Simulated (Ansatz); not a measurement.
**Generalised stacking fault in BN**

Method: Ansatz 0.2.0, DFT PBE, scalar-relativistic, plane waves, PAW. Settings: plane waves to 420 eV, k-mesh 10×10×2 (Γ-centred), Gaussian smearing 0.05 eV. No spin polarisation. Energies are free energies at this smearing, counted from the undisturbed cell; pressure is positive in compression.

Zero of the scan (as given, not relaxed at this level; it stands at 0.0 GPa; this wurtzite form isn't the usual structure):

```
B N
1.0
    -2.55394    0.00000    0.00000
     1.27697   -2.21178    0.00000
     0.00000    0.00000   12.68056
B N
6 6
Direct
  0.33333 0.66667 0.22904
  0.33333 0.66667 0.56237
  0.33333 0.66667 0.89571
  0.66667 0.33333 0.06237
  0.66667 0.33333 0.39571
  0.66667 0.33333 0.72904
  0.33333 0.66667 0.10423
  0.33333 0.66667 0.43756
  0.33333 0.66667 0.77089
  0.66667 0.33333 0.93756
  0.66667 0.33333 0.27089
  0.66667 0.33333 0.60423
```

The cut lies on the cell's a–b face, a (0 0 1) plane (indices in the standard cell, whose axes needn't be the Cartesian ones shown) of area 5.65 Å², between layers 1.58 Å apart. Vector c is tilted by f times 1·a − 1·b (length 4.424 Å) with the atoms' Cartesian places fixed: one unrelaxed fault a cell.

| f | γ (mJ/m²) | shear traction, the slope of γ along the slip (GPa) | gap on the mesh (eV) |
| --- | --- | --- | --- |
| 0.0000 | 0 | 0.0 | 5.41 |
| 0.0833 | 1152 | 63.0 | 5.16 |
| 0.1667 | ? | 114.1 | ? |
| 0.2500 | 8856 | 106.5 | 2.65 |
| 0.3333 | 10990 | 0.0 | 2.13 |
| 0.4167 | ? | ? | 2.36 |
| 0.5000 | 7793 | -36.1 | 2.66 |
| 0.5833 | 7157 | -0.3 | 2.71 |
| 0.6667 | 7330 | 0.0 | 2.79 |
| 0.7500 | 6439 | -53.2 | 2.50 |
| 0.8333 | 3737 | -83.0 | 3.73 |
| 0.9167 | ? | ? | 5.30 |

Q: Give the withheld values.

A: γ (mJ/m²) at f = 0.1667: 4513; gap on the mesh (eV) at f = 0.1667: 4.52; γ (mJ/m²) at f = 0.4167: 9630; shear traction, the slope of γ along the slip (GPa) at f = 0.4167: -56.3; γ (mJ/m²) at f = 0.9167: 1055; shear traction, the slope of γ along the slip (GPa) at f = 0.9167: -55.1.